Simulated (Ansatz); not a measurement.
BaF2 (fluorite, space group No. 225), PBE (plane waves, PAW; program Ansatz): ε∞ = 2.34, cell volume 60.93 Å³. Infrared-active transverse modes:

```csv
ω_TO (cm⁻¹),oscillator strength S_xx (e²/amu)
163.8,0.2252
```

Compute the static dielectric constant.

Each mode adds (4.921e7/V) S/ω²: 6.78. So ε0 = 9.12.

What LO frequency does the Lyddane–Sachs–Teller relation give?

ω_LO = ω_TO √(ε0/ε∞) = 323 cm⁻¹.

Space group Fm-3m (fluorite). Symmetry was held in the PBE relaxation; phonons on a q-mesh show no instability. Spin–orbit coupling is left out wherever it is not named.

Potentials: the later of the program's two PAW sets.
